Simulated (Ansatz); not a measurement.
# Nb2NS2 MXene monolayer in a perpendicular field, part 3 of 3

Aim: how the Nb2NS2 MXene monolayer screens a field along its normal, and what the field does to its bands. A positive field points along +c.

Ansatz 0.2.0; plane-wave DFT, PBE-D3(BJ), Ansatz PAW.

So far. Step 7 (Atoms held, field -0.3 V/Å): The dipole is -0.114 e·Å. Step 8 (Response, atoms held): The induced dipole is that of a conductor 7.40 Å thick.

### Step 9. A changed input

This step: plane-wave DFT, PBE-D3(BJ), Ansatz PAW (Ansatz 0.2.0).

An input spoilt on purpose, to show how the run answers: it repeats the earlier run at 0.1 V/Å with efield.axis from 3 to 1, and scf.max_iter set to 100.

Input file input.yaml:

```yaml
crystal:
  lattice:
    - [3.2730312544, 0.0, 0.0]
    - [-1.6365156272, 2.8345282137, 0.0]
    - [0.0, 0.0, 23.49612156]
  atoms:
    - { symbol: S, position: [0.3333333333, 0.6666666667, 0.3830419406] }
    - { symbol: Nb, position: [0.6666666667, 0.3333333333, 0.451471084] }
    - { symbol: "N", position: [0.0, 0.0, 0.5] }
    - { symbol: Nb, position: [0.3333333333, 0.6666666667, 0.548528916] }
    - { symbol: S, position: [0.6666666667, 0.3333333333, 0.6169580594] }
kpoints:
  mp_grid: { grid: [18, 18, 1] }
  band_path:
    path: [[0, 0, 0], [0.5, 0, 0], [0.33333333, 0.33333333, 0], [0, 0, 0]]
    npoints: 16
hamiltonian:
  xc: pbe
  dispersion: d3bj
scf:
  occupations: { method: fermi_dirac, width: 0.05 }
  convergence: { dr2_threshold: 1.0e-10 }
  max_iter: 100
efield:
  axis: 1
  dipole_correction: true
  ramp_position: 0.9468
  ramp_width: 0.1064
  amplitude: 0.1
output:
  write_potential: true
  write_density: true
  volumetric_format: npy
```

On the command line:

```bash
$ ansatz run input.yaml --threads 4 --pin off --max-ram 6144MiB --backend cpu --events-out ev --progress --plain --runs-dir out
```

Numbers of over 12 decimals in the logs are rounded to 6 here.

The log of the run:

```text
Engine: ansatz 0.2.0, x86_64-unknown-linux-gnu
Pseudopotentials: kind: paw
Pseudopotential: S, paw, valence charge 6, recommended cutoff 420 eV (normal), S.paw.azcp
Pseudopotential: Nb, paw, valence charge 13, recommended cutoff 420 eV (normal), Nb.paw.azcp
Pseudopotential: N, paw, valence charge 5, recommended cutoff 420 eV (normal), N.paw.azcp
Functional definition: PBE
  parameter kappa = 0.804
  parameter beta = 0.066725
  exchange = pbe_x(kappa = kappa, mu = beta*pi^2/3)
  correlation = pbe_c(beta = beta)
Crystal: 5 atoms, lattice volume = 217.985 Å³
Basis set: ecut = 420 eV, 4339 PW (Γ)
Bands: 27, of which v1, the nominal top of the filled ones, is band 22 counted from 1 (21 counted from 0)
Symmetry: 2 space group operations
k-points: 91 of 324 (time reversal used)
Non-local potential: S, projectors of the file, l = 0: 2, l = 1: 2, l = 2: 2
Non-local potential: Nb, projectors of the file, l = 0: 3, l = 1: 2, l = 2: 2, l = 3: 1
Non-local potential: N, projectors of the file, l = 0: 2, l = 1: 2, l = 2: 1
PAW form: soft (Blöchl's): semilocal exchange-correlation on the pseudo side does not see the compensation charge
PAW one-centre angular grid: S, 110 points (default); XC on 64 Gauss nodes
PAW one-centre angular grid: Nb, 590 points (default); XC on 64 Gauss nodes
PAW one-centre angular grid: N, 110 points (default); XC on 64 Gauss nodes
Initial density: superposition of atomic densities (neutral atoms: chi_scale 0, normalization atom, screened)
Initial wavefunctions: pseudopotential atomic-orbital guess
Functional: x = pbe(κ = 0.804, μ = 0.219515), c = pbe(β = 0.066725)
Error: efield: ion 2 (N) at fractional coordinate 0.0000 along the field axis lies inside the sawtooth ramp with 2 of the planes that the density is read on at each end, [0.8635, 0.1365] — the ramp must sit in vacuum (an ion there feels the fictitious reversed slope); set or move the ramp (efield.ramp_position / ramp_width) or move the geometry
```

Wall time 0.24 s (4 threads of Intel Xeon 6975P-C (Granite Rapids), shared host); peak memory 0.46 GiB.

The program refused the input before any cycle.

The program's message: “Error: efield: ion 2 (N) at fractional coordinate 0.0000 along the field axis lies inside the sawtooth ramp with 2 of the planes that the density is read on at each end, [0.8635, 0.1365] — the ramp mu …”

The fault put into the input: the field along an axis without vacuum.

### Step 10. Varying the input

Another changed input: it repeats the earlier run at 0.1 V/Å with kpoints.mp_grid.grid from [18, 18, 1] to [14, 14, 1] and crystal.symmetry to detect: false.

input.yaml: that of step 9 with these lines changed.

```diff
@@ -11,4 +11,5 @@
     - { symbol: S, position: [0.6666666667, 0.3333333333, 0.6169580594] }
+  symmetry: { detect: false }
 kpoints:
-  mp_grid: { grid: [18, 18, 1] }
+  mp_grid: { grid: [14, 14, 1] }
   band_path:
@@ -22,5 +23,4 @@
   convergence: { dr2_threshold: 1.0e-10 }
-  max_iter: 100
 efield:
-  axis: 1
+  axis: 3
   dipole_correction: true
```

The log of the run:

```text
[...]
Crystal: 5 atoms, lattice volume = 217.985 Å³
Basis set: ecut = 420 eV, 4339 PW (Γ)
Bands: 27, of which v1, the nominal top of the filled ones, is band 22 counted from 1 (21 counted from 0)
Symmetry: 1 space group operations
k-points: 100 of 196 (time reversal used)
[...]
SCF iter   1: F=—  HF=-11304.849615 eV  |F-HF|=—  |Δ(HF+E_count)|=         —  Δρ=7.76e-2  dr2=1.87e1  ethr=3.10e-3  p=0.039 e·Å  D=3.27e-2 V/Å  ΔV_dip=-0.77 eV  dr2_dipole=9.44e-5  V_vac-E_F(+/−)=6.41/5.14 eV  ⟨swp⟩=9.4  Hψ=16198  notcnv=0
[...]
SCF iter  12: F=-11299.872487 eV  HF=-11299.872487 eV  |F-HF|=0.00e0  |Δ(HF+E_count)|=  1.58e-10  Δρ=1.55e-7  dr2=4.30e-11  ethr=1.00e-12  p=0.038 e·Å  D=3.15e-2 V/Å  ΔV_dip=-0.74 eV  dr2_dipole=1.18e-12  V_vac-E_F(+/−)=6.01/4.71 eV  ⟨swp⟩=3.8  Hψ=11201  notcnv=0
SCF 1 converged in 12 iterations: F = -11299.872487 eV  dr2 = 4.30e-11
[...]
SCF converged after 12 iterations
Free energy (F): -11299.872487 eV
[...]
Internal energy: -11299.859470 eV  (E = F + TS)
E sigma→0 (E₀):  -11299.865978 eV
Entropy (-TS):   -0.013017 eV (-2.603 meV/atom)
Fermi energy:    1.172796 eV
Dipole field:    D = 0.031488 V/Å  (p = 0.037932 e·Å, saw-weighted, corrected)
Work function:   not extracted (applied field tilts the vacuum); planar V_es + V_field profile in the machine report
[...]
--- Band table (eV; the first three rows and the last of 100) ---
  k-point 0: bands = [... 18 lower, -0.1874, -0.1874, 0.4274, 0.4274, 0.8222, 1.9337, 2.2930, 2.2930, ... 1 higher]
  k-point 1: bands = [... 18 lower, -0.5800, -0.4858, 0.2991, 0.7064, 1.0189, 2.1075, 2.3232, 2.3691, ... 1 higher]
  k-point 2: bands = [... 18 lower, -0.7793, -0.7657, -0.1296, 0.9860, 1.3336, 2.1913, 2.6885, 2.7406, ... 1 higher]
  k-point 99: bands = [... 18 lower, -1.4193, -1.1855, -0.8012, 2.0501, 2.4790, 2.7238, 3.3539, 3.8434, ... 1 higher]
```

Elapsed: 12 s, on 4 threads; peak memory 0.96 GiB.

| quantity | this run | earlier run | difference |
| --- | --- | --- | --- |
| dipole along the normal (e·Å) | 0.03793 | 0.03794 | -9.2e-6 |

The dipole moves by under 0.5 % or 5e-5 e·Å.

The change did no harm here.

### Step 11. What came out

| Item | Value |
| --- | --- |
| gap without field | none |
| work function, upper face | 5.39 eV |
| equivalent conductor thickness, atoms held | 7.40 Å |

What this shows: The induced dipole equals that of a perfect conductor 7.40 Å thick, while the outer atoms lie 5.50 Å apart. There is no gap over 0.03 eV, with or without the field. The first relaxation ran with spin and lost its moment, and the later runs have none; other magnetic states were not tried. Spin-orbit coupling is left out. The MXene's terminations sit over the metal atoms of its far layer; the site over carbon or nitrogen, which some compounds prefer, was not run.

[Logs are printed without paths, hosts, clocks, repeated set-up lines and the standing remarks that a program may print on its own settings, such as how far it seeks lower states.]

[Hosts, paths, dates, database ids (printed as entryN), source tags and the programs' standing remarks are cut or masked in the printed files.]

[Maps of the electrostatic potential energy from Ansatz leave out the sawtooth potential of an applied field or a dipole correction, so their vacuum need not be flat; planar profiles and work functions include it.]
